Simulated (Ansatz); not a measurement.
# Co (P6_3/mmc) in Ansatz: settings compared

The runs below take Co through relaxation of cell and atoms, with PBE+D3(BJ)-ATM, PBE+D4.

Program: Ansatz 0.2.0. These are calculated values, not measurements. Logs are shortened: lines on timing, memory, paths and dates and some standing lists are left out, and cuts for length are marked.

### Step 1. Starting point

It takes space group P6_3/mmc (No. 194, hexagonal). Conventional cell: a = 2.471 Å, b = 2.471 Å, c = 8.088 Å, α = 90.00°, β = 90.00°, γ = 120.00°. Around Co (site symmetry -6m2) lie 12 Co at 2.47 Å. Co (site symmetry -3m) has 12 Co at 2.47 Å as nearest neighbours.

### Step 2. Relaxation of cell and atoms, PBE+D3(BJ)-ATM, collinear spin, ferromagnetic start

input.yaml reads:

```yaml
crystal:
  lattice:
    - [2.4705617809, 0.0, 0.0]
    - [-1.2352808905, 2.1395692639, 0.0]
    - [0.0, 0.0, 8.0882338]
  atoms:
    - { symbol: Co, position: [0.6666666667, 0.3333333333, 0.75], spin: 2.0 }
    - { symbol: Co, position: [0.0, 0.0, 0.5], spin: 2.0 }
    - { symbol: Co, position: [0.3333333333, 0.6666666667, 0.25], spin: 2.0 }
    - { symbol: Co, position: [0.0, 0.0, 0.0], spin: 2.0 }
hamiltonian:
  xc: pbe
  pseudopotentials: { kind: paw }
  dispersion: d3bjatm
magnetization:
  spin_polarized: true
kpoints:
  mp_grid: { grid: [12, 12, 4] }
scf:
  occupations: { method: fermi_dirac, width: 0.05 }
output:
  forces: true
  stress: true
  eigenvalues: true
relax:
  f_tol: 0.01
  max_steps: 40
  cell: { stress_tol: 0.05 }
```

Potentials or basis: Ansatz PAW.

On the command line:

```bash
$ ansatz run input.yaml --threads 2 --pin off --max-ram 5632MiB --backend cpu --events-out ev --progress --plain --runs-dir out
```

The log of the run:

```text
Warning: RAYON_NUM_THREADS=2 ignored (pool sized by the plan → 2); use --threads N
Engine: ansatz 0.2.0, aarch64-unknown-linux-gnu
Pseudopotentials: kind: paw
Pseudopotential: Co, paw, valence charge 17, recommended cutoff 420 eV (normal), Co.paw.azcp
Functional definition: PBE
  parameter kappa = 0.804
  parameter beta = 0.06672455060314922
  exchange = pbe_x(kappa = kappa, mu = beta*pi^2/3)
  correlation = pbe_c(beta = beta)
Crystal: 4 atoms, lattice volume = 42.754 Å³
Basis set: ecut = 420 eV, 813 PW (Γ), exchange–correlation on 36×36×120 points (8 copies of the dense FFT grid, shifted against one another)
Bands: 46, of which v1, the nominal top of the filled ones, is band 34 counted from 1 (33 counted from 0)
Symmetry: 24 space group operations
Space group: P63/mmc (ITA 194), of the structure as read, at distance tolerance 3.5e-5 Å
Magnetic group: BNS 194.263 (UNI 1493), of the structure as read, at distance tolerance 3.5e-5 Å
k-points: 57 of 576
Non-local potential: Co, projectors of the file, l = 0: 3, l = 1: 2, l = 2: 3, l = 3: 1
PAW form: soft (Blöchl's): semilocal exchange-correlation on the pseudo side does not see the compensation charge
PAW one-centre angular grid: Co, 590 points (default); XC on 64 Gauss nodes
Initial density: superposition of atomic densities (chi_scale 0.1, normalization cell)
Starting moments: Σ|m| = 8 μB on 4 of 4 sites
Initial wavefunctions: pseudopotential atomic-orbital guess
Functional: x = pbe(κ = 0.804, μ = 0.2195149727645171), c = pbe(β = 0.06672455060314922)
SCF iter   1: F=—  HF=-20504.822631 eV  |F-HF|=—  |Δ(HF+E_count)|=         —  Δρ=9.23e-2 (↑4.83e-2 ↓9.23e-2)  dr2=4.79e0  dr2_m=2.38e-1  M=7.219 μB ∫|m|=7.514 μB  β_m=0.30  ethr=3.10e-3  ⟨swp⟩=5.7  Hψ=17538  notcnv=0  defer=15
Mixer restart at iter 1: flushing history
preconditioner: auto → Kerker (q_TF=auto, 2.948 Å⁻¹)  [metal: Δε(μ)=0.025 eV  Ē_g=9.290 eV  σ=0.050 eV  W_gap=0.12  n_scr=12 (ndim 8)  ℏωp=34.1 eV  f_vac=0.000  D(μ)=2.53/eV (n_scr^D=26)]
spin=Collinear: Kerker preconditioning applied to the charge; magnetization (m = ρ↑ − ρ↓) channel mixes plain (no charge-response kernel on spin).
SCF iter   2: F=—  HF=-20503.360290 eV  |F-HF|=—  |Δ(HF+E_count)|=    1.46e0  Δρ=3.46e-2 (↑1.22e-2 ↓3.46e-2)  dr2=3.44e-1  dr2_m=1.61e-1  M=7.149 μB ∫|m|=7.531 μB  β_m=0.35  ethr=3.10e-3  ⟨swp⟩=2.3  Hψ=8605  notcnv=0  defer=427
SCF iter   3: F=—  HF=-20504.544912 eV  |F-HF|=—  |Δ(HF+E_count)|=    1.18e0  Δρ=1.70e-2 (↑1.70e-2 ↓9.37e-3)  dr2=3.05e-2  dr2_m=4.89e-2  M=7.026 μB ∫|m|=7.498 μB  β_m=0.56  ethr=5.05e-4  ⟨swp⟩=2.0  Hψ=6271  notcnv=0  defer=428
SCF iter   4: F=—  HF=-20505.764911 eV  |F-HF|=—  |Δ(HF+E_count)|=         —  Δρ=1.66e-2 (↑9.68e-3 ↓1.66e-2)  dr2=1.39e-1  dr2_m=1.35e-2  M=6.766 μB ∫|m|=7.301 μB  β_m=0.56  ethr=4.49e-5  ⟨swp⟩=2.3  Hψ=10204  notcnv=0  defer=430
Mixer restart at iter 4: flushing history
SCF iter   5: F=—  HF=-20506.031796 eV  |F-HF|=—  |Δ(HF+E_count)|=   2.67e-1  Δρ=7.42e-3 (↑4.14e-3 ↓7.42e-3)  dr2=1.57e-2  dr2_m=9.89e-3  M=6.691 μB ∫|m|=7.254 μB  β_m=0.69  ethr=4.49e-5  ⟨swp⟩=2.2  Hψ=10178  notcnv=0  defer=419
SCF iter   6: F=—  HF=-20506.102098 eV  |F-HF|=—  |Δ(HF+E_count)|=   7.03e-2  Δρ=9.00e-3 (↑5.51e-3 ↓9.00e-3)  dr2=5.62e-2  dr2_m=1.87e-3  M=6.641 μB ∫|m|=7.224 μB  β_m=0.70  ethr=2.31e-5  ⟨swp⟩=2.7  Hψ=9592  notcnv=0  defer=379
SCF iter   7: F=—  HF=-20506.097513 eV  |F-HF|=—  |Δ(HF+E_count)|=   4.58e-3  Δρ=4.41e-3 (↑4.06e-3 ↓4.41e-3)  dr2=1.26e-2  dr2_m=1.23e-4  M=6.580 μB ∫|m|=7.183 μB  β_m=0.80  ethr=2.31e-5  ⟨swp⟩=2.0  Hψ=10110  notcnv=0  defer=379
SCF iter   8: F=—  HF=-20506.105719 eV  |F-HF|=—  |Δ(HF+E_count)|=   8.21e-3  Δρ=1.58e-3 (↑1.48e-3 ↓1.58e-3)  dr2=1.50e-3  dr2_m=1.93e-5  M=6.599 μB ∫|m|=7.198 μB  β_m=0.90  ethr=1.86e-5  ⟨swp⟩=2.1  Hψ=8561  notcnv=0  defer=361
SCF iter   9: F=—  HF=-20506.106989 eV  |F-HF|=—  |Δ(HF+E_count)|=   1.27e-3  Δρ=8.29e-4 (↑5.90e-4 ↓8.29e-4)  dr2=4.94e-4  dr2_m=7.40e-6  M=6.608 μB ∫|m|=7.204 μB  β_m=0.66  ethr=2.21e-6  ⟨swp⟩=2.0  Hψ=9758  notcnv=0  defer=361
SCF iter  10: F=—  HF=-20506.106938 eV  |F-HF|=—  |Δ(HF+E_count)|=   5.02e-5  Δρ=1.45e-4 (↑1.41e-4 ↓1.45e-4)  dr2=2.14e-5  dr2_m=2.43e-7  M=6.609 μB ∫|m|=7.205 μB  β_m=0.83  ethr=7.26e-7  ⟨swp⟩=2.2  Hψ=6957  notcnv=0  defer=361
SCF iter  11: F=—  HF=-20506.106936 eV  |F-HF|=—  |Δ(HF+E_count)|=   2.73e-6  Δρ=3.66e-5 (↑2.91e-5 ↓3.66e-5)  dr2=1.27e-6  dr2_m=4.46e-8  M=6.609 μB ∫|m|=7.206 μB  β_m=0.91  ethr=3.14e-8  ⟨swp⟩=2.3  Hψ=8292  notcnv=0  defer=361
SCF iter  12: F=—  HF=-20506.106936 eV  |F-HF|=—  |Δ(HF+E_count)|=   6.35e-8  Δρ=1.83e-5 (↑9.58e-6 ↓1.83e-5)  dr2=2.51e-7  dr2_m=9.36e-9  M=6.609 μB ∫|m|=7.206 μB  β_m=0.96  ethr=1.87e-9  ⟨swp⟩=2.2  Hψ=6912  notcnv=0  defer=361
[... 47 lines left out ...]
relax step   4: F+E_penalty+E_count = -20506.11146680 eV  Δ(F+E_penalty+E_count) = +1.368e-4 eV  max|allowed force component| = 1.561e-17 eV/Å  Δτ_max = 0.0000 Å  P = -0.008 GPa  Ω = 42.634 Å³  stress off target by 2.51e-2 GPa  SCF on the basis re-selected at this cell (its energy is not comparable with the rows above)  (8 SCF iters)
basis re-selected at this cell: Δ(F+E_penalty+E_count) = +1.368e-4 eV, ΔP = -0.001 GPa vs the last step (what re-selecting the basis moved, of the pressure what is left beyond the Pulay correction that the steps carried, after the strain that the cell walked since its last selection, with what the two solves' SCF thresholds leave and, on support functions, any second-order correction that the steps lacked; it is no measure of the basis error at this ecutwfc). The dense FFT grid was sized anew with the basis: this SCF ran on 18×18×54 points, the steps before it on 18×18×60, so part of this shift can come from that change (see relax.cell in the input reference). This SCF's stress stands 2.51e-2 GPa from its target on what of the cell is left free (relax.cell.stress_tol is 5.00e-2 GPa) and its largest allowed force component is 1.56e-17 eV/Å (relax.f_tol is 1.00e-2 eV/Å): within both
SCF converged after 8 iterations
Magnetization: 6.5996 μB (37.2998 up, 30.7002 down)
Absolute magnetization: 7.1968 μB (∫|ρ↑−ρ↓|, with the PAW one-centre terms)
Spin contamination: 0.1045 ħ² per cell (⟨S²⟩ above its minimum at these occupations)
Per-site moments (μB) at R_I (Å): [(1.7288898702824331, 1.0155781617703883), (1.7085310729078118, 1.0155781617703894), (1.7288898702824327, 1.0155781617703894), (1.7085310729078118, 1.0155781617703883)]
Free energy (F): -20506.111467 eV
Harris-Foulkes:  -20506.111467 eV  (|F-HF|=2.55e-11)
Internal energy: -20506.079967 eV  (E = F + TS)
E sigma→0 (E₀):  -20506.095717 eV
Entropy (-TS):   -0.031500 eV (-7.875 meV/atom)
Fermi energy:    19.159499 eV
--- Per-component energies (eV) ---
  E_band       = -950.439595
  E_kinetic    = 1816.676145
  E_local      = -11226.697890  (includes V_loc(G=0)·N_el)
  E_nonlocal   = 1816.163415
  E_hartree    = 4709.790344
  E_xc         = -636.926129
  E_vxc        = -821.979515  (∫ρ·V_xc dr)
  E_paw        = -6060.666321  (= ΣΔE_a)
  E_vpaw       = -1954.182378  (= ΣTr[D̂ρ^β])
  E_aug_tail   = 0.000340  (compensation charges beyond the density's cutoff)
  E_ewald      = -10922.892437
  E_disp       = -1.527433  (pairwise vdW)
  E_smearing   = -0.031500  (= −TS)
  E_closure    = -0.000000  (closes the sum)
  Σ components = -20506.111467   (vs F -20506.111467, Δ=0.00e0)
--- Forces (eV/Å), atoms counted from 1 ---
  atom   1  Co     0.00000000     0.00000000    -0.00000000
  atom   2  Co     0.00000000    -0.00000000    -0.00000000
  atom   3  Co    -0.00000000     0.00000000     0.00000000
  atom   4  Co    -0.00000000     0.00000000     0.00000000
  max |Σ_I F_I| component: 2.31e-18 eV/Å
--- Stress (GPa, compression-positive) ---
       -0.025134       0.000000       0.000000
        0.000000      -0.025134       0.000000
        0.000000       0.000000       0.024899
  P = ⅓ Tr σ = -0.0085 GPa (-0.085 kbar)
--- Band table (eV; the first three rows and the last of 114) ---
  k-point 0 ↑: bands = ["-77.0142", "-76.9964", "-76.9607", "-76.9427", "-40.4272", "-40.2881", "-40.2084", "-40.1140", "-40.1140", "-40.0935", "-40.0935", "-40.0825", "-40.0825", "-40.0665", "-40.0619", "-40.0619", "9.9565", "12.2189", "12.2472", "13.8242", "16.0863", "16.1187", "16.3027", "16.3027", "16.3375", "16.3375", "16.4454", "16.6184", "16.6184", "16.6897", "16.6897", "17.2874", "17.2874", "17.6256", "17.6256", "17.9698", "17.9698", "18.3822", "18.3822", "18.8966", "25.5529", "34.1763", "34.1807", "40.7634", "41.3918", "42.3109"]
  k-point 1 ↑: bands = ["-77.0121", "-77.0000", "-76.9570", "-76.9447", "-40.4143", "-40.3263", "-40.1698", "-40.1122", "-40.1122", "-40.0992", "-40.0992", "-40.0798", "-40.0768", "-40.0768", "-40.0638", "-40.0638", "10.1166", "11.3238", "13.0928", "13.7892", "16.1454", "16.3323", "16.3323", "16.3666", "16.3695", "16.3695", "16.4003", "16.5687", "16.5687", "16.6342", "16.6342", "17.3503", "17.3503", "17.5823", "17.5823", "18.0446", "18.0446", "18.2911", "18.3313", "18.3313", "26.4696", "31.2489", "37.2353", "40.8561", "41.2884", "42.1432"]
  k-point 2 ↑: bands = ["-77.0067", "-77.0067", "-76.9502", "-76.9502", "-40.3781", "-40.3781", "-40.1170", "-40.1170", "-40.1068", "-40.1068", "-40.1068", "-40.1068", "-40.0692", "-40.0692", "-40.0692", "-40.0692", "10.5859", "10.5859", "13.6098", "13.6098", "16.2823", "16.2823", "16.3956", "16.3956", "16.3956", "16.3956", "16.5369", "16.5369", "16.5369", "16.5369", "17.1699", "17.1699", "17.4754", "17.4754", "17.4754", "17.4754", "18.1986", "18.1986", "18.1986", "18.1986", "28.5904", "28.5904", "40.1998", "40.1998", "41.1052", "41.1052"]
  k-point 56 ↓: bands = ["-74.8393", "-74.8393", "-74.8308", "-74.8308", "-38.2947", "-38.2947", "-38.2694", "-38.2694", "-38.2236", "-38.2236", "-38.2101", "-38.2101", "-38.1110", "-38.1110", "-38.0969", "-38.0969", "16.1944", "16.1944", "16.2960", "16.2960", "16.3034", "16.3034", "16.4027", "16.4027", "17.4309", "17.4309", "17.5265", "17.5265", "18.9099", "18.9099", "19.4618", "19.4618", "20.1604", "20.1604", "20.2625", "20.2625", "24.8129", "24.8129", "25.3455", "25.3455", "25.9840", "25.9840", "28.8552", "28.8552", "30.6445", "30.6445"]
--- Relaxed structure (3 steps of the walk, 3 accepted, 1 SCFs on fresh bases) ---
  F+E_penalty+E_count = -20506.11146680 eV   max|allowed force component| = 1.561e-17 eV/Å   (the final SCF, on the basis selected at the relaxed cell)
  cell:  # Å, volume = 42.6342 Å³
    - [2.4785385615413533, 2.896076857314149e-11, 0.0]
    - [-1.2392692807957575, 2.1464773585396717, 0.0]
    - [0.0, 0.0, 8.01375212161386]
  atoms:
    - { symbol: Co, position: [0.6666666666666667, 0.33333333333333337, 0.7500000000000003] }
    - { symbol: Co, position: [3.560728134273799e-35, 4.969569536290377e-35, 0.5000000000000001] }
    - { symbol: Co, position: [0.3333333333333333, 0.6666666666666667, 0.25000000000000006] }
    - { symbol: Co, position: [3.448570348611844e-35, 5.719693239890144e-35, -3.038446856122198e-36] }
```

Run time: 39 s. Hardware: 2 threads of Arm Neoverse V1, shared host; peak memory 0.44 GiB.

What came out:

```
Free energy                            : -20506.1115 eV
Relaxed volume                         : 10.66 Å³/atom
Relaxed cell                           : a = 2.479 Å, b = 2.479 Å, c = 8.014 Å, α = 90.00°, β = 90.00°, γ = 120.00°
Space group after relaxing (to 0.05 Å) : P6_3/mmc (No. 194)
Energy gained by relaxing              : 1.1 meV/atom
Ionic steps                            : 4
Pressure after relaxing                : 0.0 GPa
Band gap on the k mesh                 : none (metal or under the smearing width)
Net moment                             : 6.60 μB per cell
Absolute moment                        : 7.20 μB per cell
Site moments                           : Co +1.73, +1.71 μB
```

The path:
```csv
step,energy change (eV),largest force (eV/Å),volume (Å³)
1,0.0000,0.0000,42.75
2,-0.0032,0.0000,42.69
3,-0.0047,0.0000,42.63
4,-0.0045,0.0000,42.63
```

Final structure:
```
CELL_PARAMETERS angstrom
2.47854 0.00000 0.00000
-1.23927 2.14648 0.00000
0.00000 0.00000 8.01375
ATOMIC_POSITIONS crystal
Co 0.66667 0.33333 0.75000
Co 0.00000 0.00000 0.50000
Co 0.33333 0.66667 0.25000
Co 0.00000 0.00000 0.00000
```

Caveat: the plane-wave basis is chosen anew once the cell has moved, so the energies of steps on either side of that aren't comparable; pairwise dispersion overbinds metals, which lowers pressure and volume.

### Step 3. Relaxation of cell and atoms, PBE+D4, collinear spin, ferromagnetic start

input.yaml, as its differences from that of step 2:

```diff
@@ -13,3 +13,3 @@
   pseudopotentials: { kind: paw }
-  dispersion: d3bjatm
+  dispersion: d4
 magnetization:
```

Potentials or basis: Ansatz PAW.

On the command line:

```bash
$ ansatz run input.yaml --threads 2 --pin off --max-ram 5632MiB --backend cpu --events-out ev --progress --plain --runs-dir out
```

It took 48 s on 2 threads of Arm Neoverse V1, shared host; peak memory 0.43 GiB.

It converged, with:

```
Free energy                            : -20506.3256 eV
Relaxed volume                         : 10.62 Å³/atom
Relaxed cell                           : a = 2.475 Å, b = 2.475 Å, c = 8.006 Å, α = 90.00°, β = 90.00°, γ = 120.00°
Space group after relaxing (to 0.05 Å) : P6_3/mmc (No. 194)
Energy gained by relaxing              : 1.4 meV/atom
Ionic steps                            : 5
Pressure after relaxing                : 0.0 GPa
Band gap on the k mesh                 : none (metal or under the smearing width)
Net moment                             : 6.59 μB per cell
Absolute moment                        : 7.18 μB per cell
Site moments                           : Co +1.73, +1.70 μB
```

The path:
| step | energy change (eV) | largest force (eV/Å) | volume (Å³) |
| --- | --- | --- | --- |
| 1 | 0.0000 | 0.0000 | 42.75 |
| 2 | -0.0041 | 0.0000 | 42.61 |
| 3 | -0.0058 | 0.0000 | 42.49 |
| 4 | -0.0058 | 0.0000 | 42.49 |
| 5 | -0.0055 | 0.0000 | 42.49 |

Final structure:
```xyz
4
Lattice="2.4755 0.0000 0.0000 -1.2377 2.1438 0.0000 0.0000 0.0000 8.0056" Properties=species:S:1:pos:R:3 pbc="T T T"
Co    1.2377    0.7146    6.0042
Co    0.0000    0.0000    4.0028
Co    0.0000    1.4292    2.0014
Co    0.0000    0.0000    0.0000
```

Levels at points of the mesh, in eV from the Fermi level:
Spin up:
| k point | band 36 | band 37 | band 38 | band 39 | band 40 | band 41 |
| --- | --- | --- | --- | --- | --- | --- |
| (0.00, 0.00, 0.00) | -1.19 | -1.19 | -0.77 | -0.77 | -0.27 | 6.42 |
| (0.00, 0.00, -0.50) | -1.68 | -0.96 | -0.96 | -0.96 | -0.96 | 9.46 |
| (0.00, -0.50, 0.00) | -0.51 | 0.15 | 1.28 | 2.44 | 3.06 | 7.00 |
| (0.00, -0.50, -0.50) | -0.57 | 1.19 | 1.19 | 2.75 | 2.75 | 7.36 |
Spin down:
```tsv
k point	band 26	band 27	band 28	band 29	band 30	band 31	band 32	band 33	band 34	band 35
(0.00, 0.00, 0.00)	-1.17	-1.08	-0.85	-0.85	-0.81	-0.81	-0.31	0.05	0.05	0.41
(0.00, 0.00, -0.50)	-1.07	-1.07	-1.07	-0.97	-0.97	-0.97	-0.97	0.25	0.25	0.25
(0.00, -0.50, 0.00)	-1.21	-0.78	-0.12	-0.07	0.42	1.22	1.27	1.28	1.29	1.37
(0.00, -0.50, -0.50)	-0.91	-0.90	-0.90	-0.25	-0.25	0.86	0.86	1.24	1.24	1.35
```

Caveat: the plane-wave basis is chosen anew once the cell has moved, so the energies of steps on either side of that aren't comparable; pairwise dispersion overbinds metals, which lowers pressure and volume.
